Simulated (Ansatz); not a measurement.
A run of Ansatz 0.2.0 is set up as follows.

The input input.yaml:

```yaml
crystal:
  lattice:
    - [-1.3843987196, 1.3843987196, 2.3112238365]
    - [1.3843987196, -1.3843987196, 2.3112238365]
    - [1.3843987196, 1.3843987196, -2.3112238365]
  atoms:
    - { symbol: Ga, position: [0.0, 0.0, 0.0] }
hamiltonian:
  xc: pbe
  pseudopotentials: { kind: paw }
kpoints:
  mp_grid: { grid: [10, 10, 10] }
scf:
  occupations: { method: fermi_dirac, width: 0.05 }
phonons:
  method: dfpt
```

Potentials or basis: Ansatz PAW.

Launch:

```console
$ ansatz run input.yaml --threads 2 --pin off --max-ram 5632MiB --backend cpu --events-out ev --progress --plain --runs-dir out
```

(1) Estimate the band gap on the k mesh.

Results:

(1) none (metal or under the smearing width).
